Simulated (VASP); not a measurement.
Write the native input for VASP 6.6.1 that does the following.

| Quantity | Value |
| --- | --- |
| Task | single point |
| Functional | PBEsol |
| Potentials or basis | VASP PAW PBE potentials, release 64 (Al) |
| Cutoff | 520 eV |
| k mesh | 28 × 28 × 28 |
| Occupations | gaussian, width 0.1 eV |
| Spin | no spin polarisation |
| Further INCAR settings | ALGO = Normal; EDIFF = 1e-06 |

The structure of Al lies in POSCAR:

```
Al
1.0
    0.0000000000      2.0080400000      2.0080400000
    2.0080400000      0.0000000000      2.0080400000
    2.0080400000      2.0080400000      0.0000000000
Al
1
Direct
    0.0000000000      0.0000000000      0.0000000000
```

These files were run (other wordings do the same):

INCAR

```
  PREC = Accurate
  ENCUT = 520
  EDIFF = 1E-6
  ISMEAR = 0
  SIGMA = 0.1
  LREAL = F
  LASPH = T
  NELM = 80
  ALGO = Normal
  ISIF = 2
  LWAVE = F
  LCHARG = F
  GGA = PS
```

KPOINTS

```
regular mesh
0
Gamma
  28 28 28
```

Potentials or basis: VASP PAW PBE potentials, release 64 (Al).

The run is started by

```console
$ cat potpaw_PBE.64/Al/POTCAR > POTCAR
$ mpirun -np 1 vasp_std > vasp.out
```

It gave:

| Item | Value |
| --- | --- |
| Pressure | 0.0 GPa |
| Band gap on the k mesh | none (metal or under the smearing width) |

Caveat: the PAW data sets were made with another functional, which shifts forces and pressure a little.

It took 10 s on 1 thread of Intel(R) Xeon(R) 6975P-C (Granite Rapids) (shared host), peak memory 0.17 GiB.
